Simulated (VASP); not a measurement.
**Ag under changes of volume**

One of the cells (18.162 Å³/atom); the others are scaled copies at fixed shape and fractional positions:

```
CELL_PARAMETERS angstrom
2.94940 0.00000 0.00000
-1.47470 2.55426 0.00000
0.00000 0.00000 4.82172
ATOMIC_POSITIONS crystal
Ag 0.66667 0.33333 0.75000
Ag 0.33333 0.66667 0.25000
```

This isn't the form of Ag at room conditions, which is fcc.

| Property | Result |
| --- | --- |
| Program | VASP 6.6.1 |
| Functional | PBE |
| Potentials or basis | VASP PAW PBE potentials, release 64 (Ag) |
| Cutoff | 520 eV |
| k mesh | 10 × 10 × 6 |
| Occupations | fermi-dirac, width 0.05 eV |
| Spin | no spin polarisation |

```tsv
volume (Å³/atom)	energy over the lowest point (meV/atom)	pressure (GPa)
16.738	24.45	7.3
17.094	10.89	4.7
17.450	2.73	2.5
18.162	0.00	-1.3
18.518	4.33	-2.8
18.875	?	?
```

**Question.** What does the run at 18.875 Å³/atom give?

**Answer.** Energy over the lowest point 11.84 meV/atom; pressure -4.1 GPa.

Worked out: A Birch-Murnaghan fit of order 3 (a polynomial in V^(-2/3)) to the other rows has its minimum at 17.92 Å³/atom with B0 = V·E''(V) = 90 GPa and B' = 5.7 at fixed shape and positions, which overstates the stiffness. It gives 11.85 meV/atom at 18.875 Å³/atom, against the run's 11.84, and -dE/dV = -4.0 GPa, against -4.1.

Energies are extrapolated to zero smearing.
